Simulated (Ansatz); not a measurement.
## Au in Ansatz: the effect of strain

The system is Au.

```
Au
1.0
     2.81549    0.00000    0.00000
    -0.01296    2.82018    0.00000
    -1.13789   -1.18541    4.72705
Au
2
Direct
  0.67286 0.66596 0.27405
  0.32714 0.33404 0.72594
```

This isn't the form of Au at room conditions, which is fcc.

Alike in all runs:

- Program: Ansatz 0.2.0
- Task: band structure
- Functional: PBEsol
- Potentials or basis: Ansatz PAW
- Cutoff: 420 eV (not typed: the program's choice for these potentials)
- k mesh: 8 × 8 × 5
- Occupations: fermi-dirac, width 0.05 eV
- Spin: no spin polarisation
- Kind of strain: uniaxial
- Path: [["X", "G", "Y"], ["L", "G", "Z"], ["N", "G", "M"], ["R", "G"]]
- Points for each segment of the path: 14

```tsv
strain	pressure (GPa)	largest force (eV/Å)
-0.04	?	?
-0.02	-5.8	0.24
-0.01	-7.1	0.19
0	-8.2	0.14
0.01	-9.2	0.11
0.02	-10.0	0.08
0.04	-11.4	0.06
```

Problem. What does the run with strain -0.04 give?

Solution. Pressure -2.9 GPa; largest force 0.40 eV/Å.

Worked out: A parabola through the other rows of the pressure, of slope -157 GPa per unit of strain there, extrapolates to -2.9 GPa, against the run's -2.9. A parabola through the other rows of the largest force, of slope -7.79 eV/Å per unit of strain there, extrapolates to 0.38 eV/Å, against the run's 0.40.

Caveats: the PAW data sets come from PBE, with cores solved anew for the run's functional, which leaves a small shift of forces and pressure.
